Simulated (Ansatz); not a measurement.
# Does relaxation matter for the field gradients of Li2S with an S vacancy?

Start: a supercell of Li2S (antifluorite type, Fm-3m) built from a Materials Project structure (computed, not necessarily an observed phase), with all atoms left at the host's positions.

```xyz
23
Lattice="0.0000 5.6703 5.6703 5.6703 0.0000 5.6703 5.6703 5.6703 0.0000" Properties=species:S:1:pos:R:3 pbc="T T T"
Li    4.2528    4.2528    4.2528
Li    7.0879    7.0879    4.2528
Li    7.0879    4.2528    7.0879
Li    9.9231    7.0879    7.0879
Li    4.2528    7.0879    7.0879
Li    7.0879    9.9231    7.0879
Li    7.0879    7.0879    9.9231
Li    9.9231    9.9231    9.9231
Li    1.4176    1.4176    1.4176
Li    4.2528    4.2528    1.4176
Li    4.2528    1.4176    4.2528
Li    7.0879    4.2528    4.2528
Li    1.4176    4.2528    4.2528
Li    4.2528    7.0879    4.2528
Li    4.2528    4.2528    7.0879
Li    7.0879    7.0879    7.0879
S     2.8352    2.8352    0.0000
S     2.8352    0.0000    2.8352
S     5.6703    2.8352    2.8352
S     0.0000    2.8352    2.8352
S     2.8352    5.6703    2.8352
S     2.8352    2.8352    5.6703
S     5.6703    5.6703    5.6703
```

Sites (sets of like atoms) are named by element and the number of their first atom in this list.

All values are calculated (Ansatz; DFT, PBE, plane waves and PAW, scalar-relativistic, 420 eV cutoff, Γ-centred 3×3×3 k-points, Fermi–Dirac smearing 0.01 eV, cell charge +2), not measured.

The largest force at the start is 1.2 eV/Å. Relaxing the ions at fixed cell moves them by 0.363 Å at most (atom 4, Li) and 0.221 Å rms.

```csv
site,atom,moved (Å),first shell before,first shell after,V_zz before (10²¹ V/m²),η before
Li1,1,0.090,4 S at 2.46 Å,4 S at 2.37–2.49 Å; also 6 Li at 2.70–2.73 Å,-0.031,0.00
Li4,4,0.363,3 S at 2.46 Å,3 S at 2.36 Å,0.28,0.00
S17,17,0.000,8 Li at 2.46 Å,8 Li at 2.36–2.49 Å,5.83,0.00
```

Problem. What are V_zz and η after the relaxation?

Solution. 

```
site  atom  V_zz after  η after  change of V_zz
 Li1     1      -0.027     0.00            0.00
 Li4     4        0.30     0.00           +0.02
 S17    17       -1.01     0.57               –
```

The largest change of V_zz along a kept axis is on Li4, from 0.28 to 0.30. The whole tensor moves most on S17, by 5.61 along its most changed direction. On S17 the largest principal value lies along another axis in the second run, so the two V_zz can't be compared directly. Sites without a gradient aren't listed. The electronic state changes along with the positions (a gap opens), so the changes aren't those of geometry alone.

The defect repeats with the cell of 23 atoms, so it feels its images: sites between two images don't show the values beside a lone defect, and zeros or small values of η there can come from the images' arrangement. A uniform background compensates the cell's charge. With these PAW files V_zz is typically within 2 to 3 % of all-electron values, but misses above 10 % occur on Li.
Before: The run isn't spin-polarised, and a state with spin may lie lower. The defect cell has no gap above 0.1 eV on its mesh, so the values can hang on the smearing and the k-mesh. The neighbours have not yet relaxed around the defect (largest force 1.2 eV/Å), so a real crystal will differ.
After: The cell keeps the host's lattice, where the PBE pressure is 7 GPa (in a charged cell this depends on the convention for the mean potential).
